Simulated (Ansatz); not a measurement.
## Phonons of TiAl (Pm-3m) against volume

Wanted: mode Grüneisen parameters of TiAl (Pm-3m).

Method: DFT PBEsol, scalar-relativistic, plane waves, PAW; PAW set soft_1, in Ansatz 0.2.0.

The database entry behind the starting cell lists a temperature of 1381 K, so it need not match the best structure at ambient conditions.

### 1. The starting structure

The structure is cubic, space group Pm-3m (No. 221). Conventional cell: a = 3.156 Å, b = 3.156 Å, c = 3.156 Å, α = 90.00°, β = 90.00°, γ = 90.00°. Nearest to Ti lie 8 Al at 2.73 Å. Nearest to Al lie 8 Ti at 2.73 Å. Farther neighbours are not listed.

### 2. The dispersion

The cell comes from relaxations at this level that are not shown. Stability and thermal properties need the whole zone. Linear response on a 4×4×4 q mesh gives force constants as far as a supercell of that size would.

The input, input.yaml:

```yaml
crystal:
  lattice:
    - [3.1556724881, 0.0, 0.0]
    - [0.0, 3.1556724881, 0.0]
    - [0.0, 0.0, 3.1556724881]
  atoms:
    - { symbol: Ti, position: [0.5, 0.5, 0.5] }
    - { symbol: Al, position: [0.0, 0.0, 0.0] }
kpoints:
  mp_grid: { grid: [16, 16, 16] }
hamiltonian:
  xc: pbesol
  pseudopotentials: { kind: paw, azcp: { folder: soft_1 }, xc_functional: pbe }
scf:
  occupations: { method: methfessel_paxton, width: 0.2 }
output:
  eigenvalues: true
phonons:
  method: dfpt
  qmesh: [4, 4, 4]
  temperatures: { t_max: 1000, t_step: 50 }
  qpath:
    path:
      - [[0.0, 0.0, 0.0], [0.0, 0.5, 0.0], [0.5, 0.5, 0.0], [0.0, 0.0, 0.0], [0.5, 0.5, 0.5], [0.0, 0.5, 0.0]]
      - [[0.5, 0.5, 0.5], [0.5, 0.5, 0.0]]
    npoints: 10
```

Launch:

```sh
> ansatz run input.yaml --threads 4 --pin off --max-ram 10240MiB --backend cpu --events-out ev --progress --plain --runs-dir out
```

Numbers of over 12 decimals in the logs are rounded to 6 here.

Log:

```text
Engine: ansatz 0.2.0, aarch64-unknown-linux-gnu
Pseudopotentials: kind: paw
Pseudopotential: Ti, paw, valence charge 12, recommended cutoff 420 eV (normal), soft_1/Ti.paw.azcp
Pseudopotential: Al, paw, valence charge 3, recommended cutoff 420 eV (normal), soft_1/Al.paw.azcp
Functional definition: PBEsol
  exchange = pbesol_x
  correlation = pbesol_c
Crystal: 2 atoms, lattice volume = 31.425 Å³
Basis set: ecut = 420 eV, 619 PW (Γ), exchange–correlation on 48×48×48 points (8 copies of the dense FFT grid, shifted against one another)
Bands: 12, of which v1, the nominal top of the filled ones, is band 8 counted from 1 (7 counted from 0)
Symmetry: 48 space group operations
k-points: 165 of 4096
Non-local potential: Ti, projectors of the file, l = 0: 3, l = 1: 2, l = 2: 3, l = 3: 1
Non-local potential: Al, projectors of the file, l = 0: 2, l = 1: 2, l = 2: 1
PAW form: soft (Blöchl's): semilocal exchange-correlation on the pseudo side does not see the compensation charge
PAW frozen core: Ti, regenerated for the run's functional, and the local potential with it (the file was generated under x = pbe(κ = 0.804, μ = 0.219515), c = pbe(β = 0.066725))
PAW frozen core: Al, regenerated for the run's functional, and the local potential with it (the file was generated under x = pbe(κ = 0.804, μ = 0.219515), c = pbe(β = 0.066725))
PAW one-centre angular grid: Ti, 590 points (default); XC on 64 Gauss nodes
PAW one-centre angular grid: Al, 110 points (default); XC on 64 Gauss nodes
Initial density: superposition of atomic densities (chi_scale 0.1, normalization cell, long waves kept (reshape's long-wave potential 0.00 eV rms))
Initial wavefunctions: pseudopotential atomic-orbital guess
Functional: x = pbesol(κ = 0.804, μ = 0.123457), c = pbesol(β = 0.046)
SCF iter   1: F=—  HF=-2999.217555 eV  |F-HF|=—  |Δ(HF+E_count)|=         —  Δρ=4.50e-2  dr2=5.97e-1  ethr=3.10e-3  ⟨swp⟩=4.9  Hψ=9969  notcnv=0
preconditioner: auto → none  [metal: Δε(μ)=0.027 eV  Ē_g=5.681 eV  σ=0.200 eV  W_gap=0.12  n_scr=6 (ndim 8)  ℏωp=17.5 eV  f_vac=0.000  D(μ)=2.24/eV (n_scr^D=26)  sad-step TF]
SCF iter   2: F=—  HF=-2999.073208 eV  |F-HF|=—  |Δ(HF+E_count)|=   1.44e-1  S|Δr|=    0.00e0  Δρ=2.57e-2  dr2=2.04e-1  ethr=3.10e-3  ⟨swp⟩=2.0  Hψ=3898  notcnv=0  defer=13
SCF iter   3: F=—  HF=-2998.988733 eV  |F-HF|=—  |Δ(HF+E_count)|=   8.45e-2  S|Δr|=    0.00e0  Δρ=1.31e-3  dr2=4.54e-4  ethr=1.36e-3  ⟨swp⟩=2.7  Hψ=3523  notcnv=0  defer=14
SCF iter   4: F=—  HF=-2998.988650 eV  |F-HF|=—  |Δ(HF+E_count)|=   8.33e-5  S|Δr|=    0.00e0  Δρ=1.20e-4  dr2=1.67e-6  ethr=3.03e-6  ⟨swp⟩=2.3  Hψ=2699  notcnv=0  defer=14
SCF iter   5: F=—  HF=-2998.988655 eV  |F-HF|=—  |Δ(HF+E_count)|=   5.21e-6  S|Δr|=    0.00e0  Δρ=3.89e-5  dr2=3.06e-7  ethr=1.11e-8  ⟨swp⟩=2.0  Hψ=3239  notcnv=0  defer=15
SCF iter   6: F=—  HF=-2998.988655 eV  |F-HF|=—  |Δ(HF+E_count)|=   6.57e-8  S|Δr|=    0.00e0  Δρ=4.23e-6  dr2=4.76e-9  ethr=2.04e-9  ⟨swp⟩=2.0  Hψ=3053  notcnv=0  defer=15
SCF iter   7: F=-2998.988655 eV  HF=-2998.988655 eV  |F-HF|=2.27e-12  |Δ(HF+E_count)|=   1.61e-9  S|Δr|=    0.00e0  Δρ=2.02e-7  dr2=6.73e-12  ethr=1.00e-12  ⟨swp⟩=3.7  Hψ=8872  notcnv=0
the search or the solves at the SCF's close seem to have found levels that the self-consistency loop had missed (the run counts 3). By its estimate they hold under 1e-12 electrons; where the run keeps them, the occupations were computed again with them
SCF 1 converged in 7 iterations: F = -2998.988655 eV  dr2 = 6.73e-12
  greatest PAW one-centre occupation: 0.998 electrons in one spin orbital (limit 2), on the Ti atom at site 0 (counted from 0), in its partial waves of l = 0
phonons: the bands overlap, so this run is a metal and interpolates without the dipole-dipole term. If the crystal is really an insulator or semiconductor, its LO-TO splitting is missing
NSCF: frozen V_eff on 165 k-points
NSCF: frozen V_eff on 405 k-points
DFPT response loops at q = (0, 0, 0) (fractional): preconditioner auto → Kerker (q_TF=auto, 2.412 Å⁻¹) (partly filled bands, converged f_vac=0.000); β = 1.00, the filter's whole step (`scf.mixing.beta` (0.50) is not read by the response loops under this deck's `scf.mixing.preconditioner`; to damp them name `kerker` or `kerker_dos`, under which they read `scf.mixing.beta`, and type it under 1.00, their step now; both keys bind the ground state too); Broyden in place of MSR1
NSCF: frozen V_eff on 2592 k-points
DFPT response loops at q = (0, 0, 0.25) (fractional): mixed as the last ones told, above
NSCF: frozen V_eff on 1458 k-points
DFPT response loops at q = (0, 0, -0.5) (fractional): mixed as the last ones told, above
NSCF: frozen V_eff on 4608 k-points
DFPT response loops at q = (0, 0.25, 0.25) (fractional): mixed as the last ones told, above
NSCF: frozen V_eff on 2592 k-points
DFPT response loops at q = (0, 0.25, -0.5) (fractional): mixed as the last ones told, above
NSCF: frozen V_eff on 1458 k-points
DFPT response loops at q = (0, -0.5, -0.5) (fractional): mixed as the last ones told, above
NSCF: frozen V_eff on 4352 k-points
DFPT response loops at q = (0.25, 0.25, 0.25) (fractional): mixed as the last ones told, above
NSCF: frozen V_eff on 4608 k-points
DFPT response loops at q = (0.25, 0.25, -0.5) (fractional): mixed as the last ones told, above
NSCF: frozen V_eff on 2592 k-points
DFPT response loops at q = (0.25, -0.5, -0.5) (fractional): mixed as the last ones told, above
NSCF: frozen V_eff on 810 k-points
DFPT response loops at q = (-0.5, -0.5, -0.5) (fractional): mixed as the last ones told, above
SCF converged after 7 iterations
Stability not checked: this state was not tested for a lower state beside it, because cold or Methfessel-Paxton smearing, or corrected tetrahedra, fill the levels in a way that the test cannot read (fill_not_monotonic; see scf.lower_state_search)
Free energy (F): -2998.988655 eV
Harris-Foulkes:  -2998.988655 eV  (|F-HF|=2.27e-12)
Internal energy: -2998.985703 eV  (E = F + TS)
E sigma→0 (E₀):  -2998.987917 eV
Entropy (-TS):   -0.002952 eV (-1.476 meV/atom)
Fermi energy:    11.595981 eV
--- Per-component energies (eV) ---
  E_band       = -158.929500
  E_kinetic    = 305.034806
  E_local      = -1070.186515  (includes V_loc(G=0)·N_el)
  E_nonlocal   = 73.155416
  E_hartree    = 442.783773
  E_xc         = -153.318405
  E_vxc        = -175.183193  (∫ρ·V_xc dr)
  E_paw        = -1474.442480  (= ΣΔE_a)
  E_vpaw       = -177.317405  (= ΣTr[D̂ρ^β])
  E_aug_tail   = -0.000082  (compensation charges beyond the density's cutoff)
  E_ewald      = -1122.170738
  E_core_change = 0.158524  (= ΣΔE_core)
  E_smearing   = -0.002952  (= −TS)
  E_closure    = -0.000000  (closes the sum)
  Σ components = -2998.988655   (vs F -2998.988655, Δ=0.00e0)
--- Band table (eV; the first three rows and the last of 165) ---
  k-point 0: bands = [... 4 lower, 2.2419, 10.1040, 10.1040, 13.4387, 13.4387, 13.4387, 16.1127, 16.1127]
  k-point 1: bands = [... 4 lower, 2.3056, 10.0745, 10.1331, 13.3238, 13.3238, 13.4466, 15.8390, 16.2731]
  k-point 2: bands = [... 4 lower, 2.4950, 9.9575, 10.2176, 13.0460, 13.0460, 13.4692, 15.2606, 16.6887]
  k-point 164: bands = [... 4 lower, 8.4299, 8.4299, 8.4299, 12.3742, 14.5067, 14.5067, 14.5558, 14.5558]
--- Phonons (Γ-DFPT): 2 representative perturbations + reference (Σ response iterations 6) ---
  ASR residual: 1.050e-4 → 0.000e0 eV/Å²; symmetrization residual: 2.352e-6 eV/Å²
  ASR residual per site (eV/Å²): 1.05e-4 1.12e-5
  Γ frequencies (cm⁻¹): 0.00 0.00 0.00 322.98 322.98 322.98
--- Phonons (arbitrary-q DFPT): 10 irreducible q on the 4×4×4 mesh ---
  q = [0.0000, 0.0000, 0.0000] (star 1, of the zone-centre solve; hermiticity 7.11e-7, symmetrization 7.56e-13): -0.00 -0.00 -0.00 322.98 322.98 322.98
  q = [0.0000, 0.0000, 0.2500] (star 6, 4 solved perturbations in 4032 linear systems a pass and spin channel, the states on 1296 of 4096 k-point pairs; hermiticity 6.11e-7, symmetrization 2.01e-13): 112.03 112.03 127.43 304.98 305.64 305.64
  q = [0.0000, 0.0000, -0.5000] (star 3, 4 solved perturbations in 2268 linear systems a pass and spin channel, the states on 729 of 4096 k-point pairs; hermiticity 5.34e-14, symmetrization 6.28e-13): 206.28 206.28 212.30 259.58 264.68 264.68
  q = [0.0000, 0.2500, 0.2500] (star 12, 4 solved perturbations in 7056 linear systems a pass and spin channel, the states on 2304 of 4096 k-point pairs; hermiticity 4.94e-7, symmetrization 1.51e-14): -73.34 150.56 214.74 268.14 298.25 341.02
  q = [0.0000, 0.2500, -0.5000] (star 12, 6 solved perturbations on 1296 of 4096 k-point pairs; hermiticity 2.04e-7, symmetrization 1.40e-14): 70.71 107.26 210.92 272.58 322.45 325.21
  q = [0.0000, -0.5000, -0.5000] (star 3, 4 solved perturbations in 2268 linear systems a pass and spin channel, the states on 729 of 4096 k-point pairs; hermiticity 5.00e-7, symmetrization 5.41e-14): -123.39 -123.39 215.98 284.50 343.14 343.14
  q = [0.2500, 0.2500, 0.2500] (star 8, 2 solved perturbations on 2176 of 4096 k-point pairs; hermiticity 4.31e-7, symmetrization 2.68e-13): 105.75 105.75 186.93 299.91 315.96 315.96
  q = [0.2500, 0.2500, -0.5000] (star 12, 4 solved perturbations in 7056 linear systems a pass and spin channel, the states on 2304 of 4096 k-point pairs; hermiticity 4.29e-7, symmetrization 7.09e-13): 111.35 112.49 212.23 263.81 320.87 330.18
  q = [0.2500, -0.5000, -0.5000] (star 6, 4 solved perturbations in 4032 linear systems a pass and spin channel, the states on 1296 of 4096 k-point pairs; hermiticity 3.21e-7, symmetrization 2.08e-13): 64.90 64.90 222.99 261.67 314.88 314.88
  q = [-0.5000, -0.5000, -0.5000] (star 1, 2 solved perturbations on 405 of 4096 k-point pairs; hermiticity 1.60e-13, symmetrization 2.28e-12): 193.82 193.82 193.82 239.47 239.47 239.47
  sum rule: each row above includes the acoustic sum rule's correction from the zone centre's row sums; it moved no ω² by more than (0.77 cm⁻¹)²
  mesh force constants: q→R imaginary residual 4.23e-18; ASR residual 1.050e-4 → 0.000e0 eV/Å²; symmetrization residual 8.882e-15 eV/Å²
  interpolated dispersion: 62 rows × 6 modes
  density of states and harmonic sums: on the 20×20×20 q-mesh, interpolated from the force constants of a 4×4×4 supercell (no non-analytic term)
  largest difference from the sums on the solved wave vectors: F 9.83e-3 eV, S 1.91e-5 and C_V 9.21e-6 eV/K
  zero-point energy: 0.079658 eV/cell   skipped modes (ω ≤ 0): 132, of them read as no rigid motion or as one in doubt: 129 (4.348e-1 modes/cell left out, lowest -123.39 cm⁻¹)   left out of the sums: 7.25e-2 of the cell's modes: C_V's classical limit lies that fraction below 3 k_B per atom; for a crystal, a wire or a layer, F and S can be off by more, and a phonons.interpolated_qmesh denser along its periods is the remedy for the sampling
```

The job ended after 5.4 min (4 threads of Arm Neoverse V1, shared host; peak memory 2.3 GiB).

In the SCF lines HF is the Harris–Foulkes energy and dr2 the Hartree energy of the density residual, in eV; the loop may stop once dr2 is under the threshold and the program's other checks hold. Hψ counts applications of the Hamiltonian.

Numbers from this step:

```yaml
volume_per_atom: 15.71 Å³
gap_on_the_k_mesh: 0 eV
sum_rule_residual_before_enforcement: 1.05e-4 eV/Å²
lowest_frequency_on_the_path: -123.4 cm⁻¹
point_group: m-3m
highest_frequency_on_the_path_or_at_a_solved_wavevector: 345.7 cm⁻¹
highest_optical_mode_at_the_zone_centre_no_lo_to_term: 323.0 cm⁻¹
lowest_optical_zone_centre_mode: 323.0 cm⁻¹
lowest_mode_on_the_q_mesh_acoustic_modes_at_gamma_apart: -123.4 cm⁻¹
```

Frequencies (cm⁻¹) solved at each irreducible wavevector; negative means imaginary. Frequencies by wavevector, by row:

| q in reciprocal lattice units | star | mode 1 | mode 2 | mode 3 | mode 4 | mode 5 | mode 6 |
| --- | --- | --- | --- | --- | --- | --- | --- |
| 0 0 0 | 1 | 0 | 0 | 0 | 323 | 323 | 323 |
| 0 0 0.25 | 6 | 112 | 112 | 127.4 | 305 | 305.6 | 305.6 |
| 0 0 -0.5 | 3 | 206.3 | 206.3 | 212.3 | 259.6 | 264.7 | 264.7 |
| 0 0.25 0.25 | 12 | -73.3 | 150.6 | 214.7 | 268.1 | 298.2 | 341 |
| 0 0.25 -0.5 | 12 | 70.7 | 107.3 | 210.9 | 272.6 | 322.4 | 325.2 |
| 0 -0.5 -0.5 | 3 | -123.4 | -123.4 | 216 | 284.5 | 343.1 | 343.1 |
| 0.25 0.25 0.25 | 8 | 105.8 | 105.8 | 186.9 | 299.9 | 316 | 316 |
| 0.25 0.25 -0.5 | 12 | 111.3 | 112.5 | 212.2 | 263.8 | 320.9 | 330.2 |
| 0.25 -0.5 -0.5 | 6 | 64.9 | 64.9 | 223 | 261.7 | 314.9 | 314.9 |
| -0.5 -0.5 -0.5 | 1 | 193.8 | 193.8 | 193.8 | 239.5 | 239.5 | 239.5 |

Symmetry leaves 10 wavevectors to solve. The lowest mode among them, the acoustic zeros apart, lies at q = (0, -0.5, -0.5) and is imaginary, 123.4i cm⁻¹, so the energy falls along it.

### 3. Relaxing at another volume, volume ratio 0.97

The volume is scaled by 0.97 and held; symmetry leaves nothing to relax, so this is a single point. The modes can then be followed against volume.

input.yaml, the sections that differ from step 2:

```yaml
crystal:
  lattice:
    - [3.123794829, 0.0, 0.0]
    - [0.0, 3.123794829, 0.0]
    - [0.0, 0.0, 3.123794829]
  atoms:
    - { symbol: Ti, position: [0.5, 0.5, 0.5] }
    - { symbol: Al, position: [0.0, 0.0, 0.0] }
output:
  forces: true
  stress: true
  eigenvalues: true
# kpoints, hamiltonian, scf: as in step 2
# phonons: removed
```

Log:

```text
[...]
Crystal: 2 atoms, lattice volume = 30.482 Å³
Basis set: ecut = 420 eV, 619 PW (Γ), exchange–correlation on 48×48×48 points (8 copies of the dense FFT grid, shifted against one another)
Bands: 12, of which v1, the nominal top of the filled ones, is band 8 counted from 1 (7 counted from 0)
Symmetry: 48 space group operations
[...]
k-points: 165 of 4096
[...]
--- Band table (eV; the first three rows and the last of 165) ---
  k-point 0: bands = [... 4 lower, 2.5235, 10.4437, 10.4437, 13.9259, 13.9259, 13.9259, 16.6806, 16.6806]
  k-point 1: bands = [... 4 lower, 2.5888, 10.4157, 10.4739, 13.8067, 13.8067, 13.9342, 16.4050, 16.8454]
  k-point 2: bands = [... 4 lower, 2.7833, 10.3036, 10.5619, 13.5185, 13.5185, 13.9580, 15.8211, 17.2719]
  k-point 164: bands = [... 4 lower, 8.7477, 8.7477, 8.7477, 12.9714, 15.0446, 15.0446, 15.0612, 15.0612]
[key lines of the parts left out:]
SCF converged after 6 iterations
Free energy (F): -2998.977633 eV
Fermi energy:    12.011597 eV
P = ⅓ Tr σ = 3.8416 GPa (38.416 kbar)
```

Run time: 1.2 s. Hardware: 4 threads; peak memory 0.35 GiB; 4.1 s of CPU time.

Numbers from this step:

| Quantity | Value |
| --- | --- |
| pressure | 3.842 GPa |
| volume per atom | 15.24 Å³ |

The run ends at a pressure of 3.84 GPa.

### 4. Phonons at the other volume, volume ratio 0.97

The phonons are repeated at this volume on the same k and q meshes.

input.yaml, the sections that differ from step 3:

```yaml
output:
  eigenvalues: true
phonons:
  method: dfpt
  qmesh: [4, 4, 4]
  temperatures: { t_max: 1000, t_step: 50 }
  qpath:
    path:
      - [[0.0, 0.0, 0.0], [0.0, 0.5, 0.0], [0.5, 0.5, 0.0], [0.0, 0.0, 0.0], [0.5, 0.5, 0.5], [0.0, 0.5, 0.0]]
      - [[0.5, 0.5, 0.5], [0.5, 0.5, 0.0]]
    npoints: 10
# crystal, kpoints, hamiltonian, scf: as in step 3
```

Log:

```text
[...]
Crystal: 2 atoms, lattice volume = 30.482 Å³
Basis set: ecut = 420 eV, 619 PW (Γ), exchange–correlation on 48×48×48 points (8 copies of the dense FFT grid, shifted against one another)
Bands: 12, of which v1, the nominal top of the filled ones, is band 8 counted from 1 (7 counted from 0)
Symmetry: 48 space group operations
k-points: 165 of 4096
[...]
SCF iter   1: F=—  HF=-2999.210587 eV  |F-HF|=—  |Δ(HF+E_count)|=         —  Δρ=4.57e-2  dr2=5.88e-1  ethr=3.10e-3  ⟨swp⟩=5.0  Hψ=10009  notcnv=0
[...]
SCF iter   7: F=-2998.977633 eV  HF=-2998.977633 eV  |F-HF|=1.36e-12  |Δ(HF+E_count)|=   1.49e-9  S|Δr|=    0.00e0  Δρ=1.94e-7  dr2=5.13e-12  ethr=1.00e-12  ⟨swp⟩=3.8  Hψ=8866  notcnv=0
[...]
SCF 1 converged in 7 iterations: F = -2998.977633 eV  dr2 = 5.13e-12
[...]
NSCF: frozen V_eff on 165 k-points
[...]
SCF converged after 7 iterations
[...]
Free energy (F): -2998.977633 eV
[...]
Internal energy: -2998.974762 eV  (E = F + TS)
E sigma→0 (E₀):  -2998.976915 eV
Entropy (-TS):   -0.002871 eV (-1.436 meV/atom)
Fermi energy:    12.011563 eV
[...]
--- Band table (eV; the first three rows and the last of 165) ---
  k-point 0: bands = [... 4 lower, 2.5235, 10.4437, 10.4437, 13.9259, 13.9259, 13.9259, 16.6806, 16.6806]
  k-point 1: bands = [... 4 lower, 2.5888, 10.4157, 10.4739, 13.8067, 13.8067, 13.9342, 16.4050, 16.8454]
  k-point 2: bands = [... 4 lower, 2.7833, 10.3035, 10.5619, 13.5185, 13.5185, 13.9580, 15.8211, 17.2719]
  k-point 164: bands = [... 4 lower, 8.7477, 8.7477, 8.7477, 12.9714, 15.0446, 15.0446, 15.0612, 15.0612]
[...]
ASR residual: 8.949e-5 → 0.000e0 eV/Å²; symmetrization residual: 2.773e-6 eV/Å²
  ASR residual per site (eV/Å²): 8.95e-5 9.36e-6
  Γ frequencies (cm⁻¹): 0.00 0.00 0.00 338.56 338.56 338.56
--- Phonons (arbitrary-q DFPT): 10 irreducible q on the 4×4×4 mesh ---
[...]
interpolated dispersion: 62 rows × 6 modes
[...]
```

It took 5.3 min on 4 threads; peak memory 2.2 GiB.

This step gave:

```
sum-rule residual before enforcement                    : 8.95e-5 eV/Å²
lowest frequency on the path                            : -121.8 cm⁻¹
highest frequency on the path or at a solved wavevector : 363.7 cm⁻¹
highest optical mode at the zone centre (no LO-TO term) : 338.6 cm⁻¹
lowest optical zone-centre mode                         : 338.6 cm⁻¹
lowest mode on the q mesh (acoustic modes at Γ apart)   : -121.8 cm⁻¹
```

Frequencies (cm⁻¹) solved at each irreducible wavevector; negative means imaginary. Frequencies by wavevector, by row:

| q in reciprocal lattice units | star | mode 1 | mode 2 | mode 3 | mode 4 | mode 5 | mode 6 |
| --- | --- | --- | --- | --- | --- | --- | --- |
| 0 0 0 | 1 | 0 | 0 | 0 | 338.6 | 338.6 | 338.6 |
| 0 0 0.25 | 6 | 117.6 | 117.6 | 136.2 | 320.1 | 320.1 | 320.2 |
| 0 0 -0.5 | 3 | 215.4 | 215.4 | 226.6 | 273.4 | 277.3 | 277.3 |
| 0 0.25 0.25 | 12 | -70.7 | 156.7 | 225 | 281.3 | 311.6 | 358.3 |
| 0 0.25 -0.5 | 12 | 80 | 118 | 217.8 | 285.4 | 339.5 | 341.8 |
| 0 -0.5 -0.5 | 3 | -121.8 | -121.8 | 221.6 | 297.3 | 361.5 | 361.5 |
| 0.25 0.25 0.25 | 8 | 114.9 | 114.9 | 194.4 | 314.6 | 331.9 | 331.9 |
| 0.25 0.25 -0.5 | 12 | 117.4 | 122.2 | 223.6 | 277.1 | 338.1 | 346.1 |
| 0.25 -0.5 -0.5 | 6 | 78.7 | 78.7 | 233.2 | 275.7 | 332 | 332 |
| -0.5 -0.5 -0.5 | 1 | 207.5 | 207.5 | 207.5 | 254.8 | 254.8 | 254.8 |

The highest optical mode at the zone centre (no LO-TO term) is 338.6 cm⁻¹, +15.6 cm⁻¹ against the base run.

[end of part 1 of 2]

[Logs are printed without paths, hosts, clocks, repeated set-up lines and the standing remarks that a program may print on its own settings, such as how far it seeks lower states.]

[Hosts, paths, dates, database ids (printed as entryN), source tags and the programs' standing remarks are cut or masked in the printed files.]
